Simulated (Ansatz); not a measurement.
# GaP (F-43m) in Ansatz: reference runs

Aim: a first look at GaP with PBEsol, on the cell as given.

Program: Ansatz 0.2.0. These are calculated values, not measurements. Logs are shortened: lines on timing, memory, paths and dates and some standing lists are left out, and cuts for length are marked.

**Measured values to compare with.**

“Stacking defects in GaP nanowires: Electronic structure and optical properties”, 2018, arxiv:1810.01194 quotes, for a bulk crystal of GaP at 10 K: band gap 2.34 eV (indirect).

The results are compared with them further down.

## Step 1: The crystal as given

The structure is cubic, space group F-43m (No. 216). Conventional cell: a = 5.451 Å, b = 5.451 Å, c = 5.451 Å, α = 90.00°, β = 90.00°, γ = 90.00°. Ga (site symmetry -43m) has 4 P at 2.36 Å as nearest neighbours. P (site symmetry -43m) is surrounded by 4 Ga at 2.36 Å.

## Step 2: Single point, PBEsol

File input.yaml:

```yaml
crystal:
  lattice:
    - [0.0, 2.72525, 2.72525]
    - [2.72525, 0.0, 2.72525]
    - [2.72525, 2.72525, 0.0]
  atoms:
    - { symbol: Ga, position: [0.0, 0.0, 0.0] }
    - { symbol: P, position: [0.75, 0.75, 0.75] }
kpoints:
  mp_grid: { grid: [8, 8, 8] }
scf:
  occupations: { method: fermi_dirac, width: 0.05 }
hamiltonian:
  xc: pbesol
  pseudopotentials: { kind: all_electron, lapw: { basis_error: 0.001 } }
output:
  forces: true
  stress: true
  eigenvalues: true
  populations: true
```

Potentials or basis: all-electron LAPW, scalar-relativistic.

On the command line:

```sh
$ ansatz run input.yaml --threads 1 --pin off --max-ram 3072MiB --backend cpu --events-out ev --progress --plain --runs-dir out
```

What it wrote:

```text
Warning: RAYON_NUM_THREADS=1 ignored (pool sized by the plan → 1); use --threads N
Ga: projections on atomic orbitals take those of the free atom 1s2 2s2 2p6 3s2 3p6 3d10 4s2 4p1, of charge +0.00 (hamiltonian.pseudopotentials.projection_atoms)
P: projections on atomic orbitals take those of the free atom 1s2 2s2 2p6 3s2 3p3, of charge +0.00 (hamiltonian.pseudopotentials.projection_atoms)
LAPW: plane waves up to 8.544 Å⁻¹, error target 1.0e-3 eV per atom; small_component_spin mean_spin; P in spheres of 1.060 Å, 13 of its electrons in bands, Dirac shells []; Ga in spheres of 1.300 Å, 21 of its electrons in bands, Dirac shells [] (how accurate: hamiltonian.pseudopotentials.lapw.basis_error, Limitations)
Engine: ansatz 0.2.0, aarch64-unknown-linux-gnu
Pseudopotentials: kind: all_electron
Pseudopotential: Ga, LAPW, valence charge 21, lapw/all_electron/scalar/gaussian/Ga, Koelling and Harmon's equation, gaussian nucleus
Pseudopotential: P, LAPW, valence charge 13, lapw/all_electron/scalar/gaussian/P, Koelling and Harmon's equation, gaussian nucleus
Functional definition: PBEsol
  exchange = pbesol_x
  correlation = pbesol_c
Crystal: 2 atoms, lattice volume = 40.481 Å³
Basis set: ecut = 278.1101640624695 eV, 411 PW (Γ), exchange–correlation at level 2
Bands: 21, of which v1, the nominal top of the filled ones, is band 17 counted from 1 (16 counted from 0)
Symmetry: 24 space group operations
Space group: F-43m (ITA 216), of the structure as read, at distance tolerance 3.4e-5 Å
k-points: 29 of 512 (time reversal used)
Non-local potential: Ga, projectors of the file, none
Non-local potential: P, projectors of the file, none
Initial density: superposition of atomic densities (chi_scale 0.1, normalization cell, long waves kept (reshape's long-wave potential 0.00 eV rms))
Initial wavefunctions: plane waves of lowest kinetic energy (no species holds an atomic orbital)
Functional: x = pbesol(κ = 0.804, μ = 0.12345679012345678), c = pbesol(β = 0.046)
iter 1 solved again at ethr=2.23e-3 eV; its pass at ethr=1.00e-1 eV (dr2=7.59e-1 eV) is discarded
SCF iter   1: F=—  HF=-62154.489206 eV  |F-HF|=—  |Δ(HF+E_count)|=         —  Δρ=3.76e-2  dr2=7.61e-1  ethr=2.23e-3  ⟨swp⟩=2.0  Hψ=4144  notcnv=0
preconditioner: auto → none  [insulator: Δε(μ)=1.963 eV  Ē_g=14.962 eV  σ=0.050 eV  W_gap=1.00  n_scr=14 (ndim 8)  ℏωp=24.8 eV  f_vac=0.017  D(μ)=0.00/eV (n_scr^D=0)  ε∞_Penn≈3.7]
iter 2 solved again at ethr=2.16e-4 eV; its pass at ethr=2.23e-3 eV (dr2=7.36e-2 eV) is discarded
SCF iter   2: F=—  HF=-62154.241920 eV  |F-HF|=—  |Δ(HF+E_count)|=   2.47e-1  Δρ=1.48e-2  dr2=7.35e-2  ethr=2.16e-4  ⟨swp⟩=2.0  Hψ=3138  notcnv=0
SCF iter   3: F=—  HF=-62154.213763 eV  |F-HF|=—  |Δ(HF+E_count)|=   2.82e-2  Δρ=6.67e-3  dr2=1.36e-2  ethr=2.16e-4  ⟨swp⟩=2.0  Hψ=1782  notcnv=0
SCF iter   4: F=—  HF=-62154.208384 eV  |F-HF|=—  |Δ(HF+E_count)|=         —  Δρ=2.12e-3  dr2=1.72e-3  ethr=4.00e-5  ⟨swp⟩=2.0  Hψ=1666  notcnv=0
the basis was enlarged: its passes take 187.5 KiB over the memory plan, 1 of 1 planned eigensolver slots
SCF iter   5: F=—  HF=-62154.207566 eV  |F-HF|=—  |Δ(HF+E_count)|=   8.18e-4  Δρ=3.18e-4  dr2=2.85e-5  ethr=5.06e-6  ⟨swp⟩=2.0  Hψ=1666  notcnv=0
SCF iter   6: F=—  HF=-62154.207578 eV  |F-HF|=—  |Δ(HF+E_count)|=   1.17e-5  Δρ=3.99e-5  dr2=4.17e-7  ethr=8.37e-8  ⟨swp⟩=3.0  Hψ=1754  notcnv=0
SCF iter   7: F=-62154.207578 eV  HF=-62154.207578 eV  |F-HF|=2.42e-9  |Δ(HF+E_count)|=   6.10e-7  Δρ=3.19e-6  dr2=5.82e-9  ethr=1.23e-9  ⟨swp⟩=3.0  Hψ=1764  notcnv=0
SCF 1 converged in 7 iterations: F = -62154.207578 eV  dr2 = 5.82e-9
SCF converged after 7 iterations
Free energy (F): -62154.207578 eV
Harris-Foulkes:  -62154.207578 eV  (|F-HF|=2.42e-9)
Internal energy: -62154.207578 eV  (E = F + TS)
E sigma→0 (E₀):  -62154.207578 eV
Fermi energy:    9.172583 eV
--- Per-component energies (eV) ---
  E_band       = -1791.934516
  E_kinetic    = 63218.706533
  E_xc         = -2634.844186
  E_electrostatic = -122738.069926  (all electrons and nuclei)
  E_smearing   = -0.000000  (= −TS)
  E_closure    = 0.000000  (closes the sum)
  E_atoms      = -62144.310062  (free atoms, spherical and without spin; not in F)
  Σ components = -62154.207578   (vs F -62154.207578, Δ=0.00e0)
  Basis errors (estimates in eV, not in F): energy 4.5e-4 per atom: plane waves 4.1e-4 (2.4e-4 summed), levels above the bands 3.4e-62, relativity 1.4e-8, radial functions 4.6e-5, core shells 4.6e-11; eigenvalues (radial functions only) 9.0e-7; not estimated: angular momenta, meshes, grids; target (lapw.basis_error) 1.0e-3; muffin-tin radii P 1.060 Å, Ga 1.300 Å
--- Forces (eV/Å), atoms counted from 1 ---
  atom   1  Ga     0.00000000    -0.00000000    -0.00000000
  atom   2  P     -0.00000000     0.00000000     0.00000000
  max |Σ_I F_I| component: 1.27e-17 eV/Å
--- Stress (GPa, compression-positive) ---
       -0.567222       0.000000      -0.000000
        0.000000      -0.567222       0.000000
       -0.000000       0.000000      -0.567222
  P = ⅓ Tr σ = -0.5672 GPa (-5.672 kbar)
--- Band table (eV; the first three rows and the last of 29) ---
  k-point 0: bands = ["-158.9493", "-134.5447", "-109.6856", "-109.6856", "-109.6856", "-85.4467", "-85.4467", "-85.4467", "-6.1016", "-6.1016", "-6.1016", "-6.0018", "-6.0018", "-4.0782", "8.4420", "8.4420", "8.4420", "10.1882", "12.2637", "12.2637", "12.2637"]
  k-point 1: bands = ["-158.9493", "-134.5447", "-109.6857", "-109.6856", "-109.6856", "-85.4468", "-85.4467", "-85.4467", "-6.1155", "-6.0969", "-6.0969", "-6.0018", "-6.0018", "-3.8746", "6.7901", "8.2089", "8.2089", "10.8232", "12.6163", "12.6163", "12.8314"]
  k-point 2: bands = ["-158.9493", "-134.5447", "-109.6857", "-109.6857", "-109.6857", "-85.4468", "-85.4467", "-85.4467", "-6.1460", "-6.0868", "-6.0868", "-6.0005", "-6.0005", "-3.2971", "4.5305", "7.7719", "7.7719", "10.5165", "13.1210", "13.1210", "14.6942"]
  k-point 28: bands = ["-158.9493", "-134.5447", "-109.6856", "-109.6856", "-109.6856", "-85.4468", "-85.4468", "-85.4468", "-6.2004", "-6.0630", "-6.0415", "-6.0173", "-5.9930", "-0.9849", "1.8507", "4.8161", "4.9674", "13.0392", "13.2698", "14.4550", "14.4660"]
--- Löwdin populations: 2 sites ---
  site symbol       q [e]
     0     Ga     30.9253
     1      P     15.0297
  spilling = 0.000978 (of n_electrons = 46.000000)
```

Wall time 10 s (1 thread of Arm Neoverse V2, shared host); peak memory 0.26 GiB.

Results:

```
Free energy            : -62154.2076 eV
Pressure               : -0.6 GPa
Band gap on the k mesh : 1.52 eV, indirect (least direct gap 1.75 eV)
```

## Step 3: Against experiment

Step 2. Measured gap of GaP: 2.34 eV (indirect; 10 K; quoted in “Stacking defects in GaP nanowires: Electronic structure and optical properties”, 2018, arxiv:1810.01194). This calculation gives 1.52 eV (-0.82 eV). Spin-orbit coupling on Ga is left out. The value is that of PBEsol on a finite k mesh, which can miss the band edges, without temperature or zero-point motion. Semilocal functionals fall short of measured gaps as a rule.
